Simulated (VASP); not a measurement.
Input of a VASP 6.6.1 run:

Contents of INCAR:

```
SYSTEM = BeSe
  PREC = Accurate
  ENCUT = 520
  EDIFF = 1E-7
  ISMEAR = 0
  SIGMA = 1.0
  LREAL = .False.
  LASPH = .True.
  NELM = 60
  ALGO = Normal
  ISIF = 3
  LWAVE = .False.
  LCHARG = .False.
  GGA = PE
  IBRION = 2
  NSW = 80
  EDIFFG = -0.002
```

The input KPOINTS:

```
regular mesh
0
Gamma
  10 10 10
  0 0 0
```

The input POSCAR:

```
BeSe
1.0
    0.0000000000      2.5350000000      2.5350000000
    2.5350000000      0.0000000000      2.5350000000
    2.5350000000      2.5350000000      0.0000000000
Be Se
1 1
Direct
    0.0000000000      0.0000000000      0.0000000000
    0.2500000000      0.2500000000      0.2500000000
```

Potentials or basis: VASP PAW PBE potentials, release 64 (Be, Se).

Run with:

```bash
$ cat potpaw_PBE.64/Be/POTCAR potpaw_PBE.64/Se/POTCAR > POTCAR
$ mpirun -np 1 vasp_std > vasp.out
```

(1) What does it give for the relaxed cell?

(2) Predict the relaxed volume.

(3) What does it give for the space group after relaxing (to 0.05 Å)?

Results:

(1) a = 3.664 Å, b = 3.664 Å, c = 3.664 Å, α = 60.00°, β = 60.00°, γ = 60.00°.

(2) 17.39 Å³/atom.

(3) F-43m (No. 216).
